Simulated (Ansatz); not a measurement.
33S NMR of the central transition in ZnS

Cell: a computed structure from the Materials Project (it need not be an observed phase), atoms as given.

```yaml
crystal:
  lattice:
    - [3.80633, 0.00000, 0.00000]
    - [-1.90317, 3.29638, 0.00000]
    - [0.00000, 0.00000, 24.91098]
  atoms:
    - { symbol: Zn, position: [0.33333, 0.66667, 0.12484] }
    - { symbol: Zn, position: [0.00000, 0.00000, 0.00025] }
    - { symbol: Zn, position: [0.66667, 0.33333, 0.62481] }
    - { symbol: Zn, position: [0.66667, 0.33333, 0.87526] }
    - { symbol: Zn, position: [0.00000, 0.00000, 0.75001] }
    - { symbol: Zn, position: [0.33333, 0.66667, 0.37527] }
    - { symbol: Zn, position: [0.00000, 0.00000, 0.49996] }
    - { symbol: Zn, position: [0.66667, 0.33333, 0.24997] }
    - { symbol: S, position: [0.66667, 0.33333, 0.34389] }
    - { symbol: S, position: [0.66667, 0.33333, 0.96905] }
    - { symbol: S, position: [0.33333, 0.66667, 0.21849] }
    - { symbol: S, position: [0.00000, 0.00000, 0.59354] }
    - { symbol: S, position: [0.00000, 0.00000, 0.09379] }
    - { symbol: S, position: [0.00000, 0.00000, 0.84380] }
    - { symbol: S, position: [0.33333, 0.66667, 0.46888] }
    - { symbol: S, position: [0.66667, 0.33333, 0.71859] }
```

Sites (sets of like atoms) are named by element and the number of their first atom in this list.

All values are calculated (Ansatz; DFT, PBE, plane waves and PAW, scalar-relativistic, 420 eV cutoff, Γ-centred 8×8×2 k-points, Fermi–Dirac smearing 0.02 eV), not measured.

33S has I = 3/2 and Q = -69.40 mb (Pyykkö 2018); at 11.7 T its Larmor frequency is ν₀ = 38.3 MHz. Only the quadrupole interaction is simulated: positions count from each site's isotropic chemical shift, and J coupling is left out, as are shift anisotropy and dipolar coupling, which fast spinning averages.

Simulated pattern of one S site (fast magic-angle spinning, Gaussian broadening 0.01 kHz):

offset (kHz), height and a bar:
```
  -0.4013          0 
  -0.3895          1 
  -0.3777          4 #
  -0.3659          4 #
  -0.3540          4 #
  -0.3422          5 #
  -0.3304          5 #
  -0.3186          5 #
  -0.3068          5 #
  -0.2950          5 ##
  -0.2831          5 ##
  -0.2713          5 ##
  -0.2595          6 ##
  -0.2477         26 ########
  -0.2359         77 #######################
  -0.2241         49 ###############
  -0.2122         39 ############
  -0.2004         35 ###########
  -0.1886         33 ##########
  -0.1768         32 ##########
  -0.1650         31 #########
  -0.1531         31 #########
  -0.1413         31 #########
  -0.1295         33 ##########
  -0.1177         34 ##########
  -0.1059         37 ###########
  -0.0941         41 ############
  -0.0822         48 ##############
  -0.0704         65 ###################
  -0.0586        100 ##############################
  -0.0468         16 #####
  -0.0350          0
```

(1) Which |C_Q| and η does the pattern imply?

## Answers

(1) The pattern spans 0.331 kHz before broadening and its centre of gravity is at -0.154 kHz, which fixes P_Q; the places of the horns and steps fix η. That gives P_Q = 0.486 MHz, |C_Q| = 0.486 MHz and η = 0.00, the values that the calculation gives site S14 (4 Zn at 2.33–2.34 Å). The other sites have |C_Q| = 0.396, 0.300, 0.193, 0.076, 0.058, 0.008, 0.425 MHz. The sign of C_Q can't be read from the pattern.

An axis of threefold or higher order runs through S14, so V_zz lies along it and η is zero.
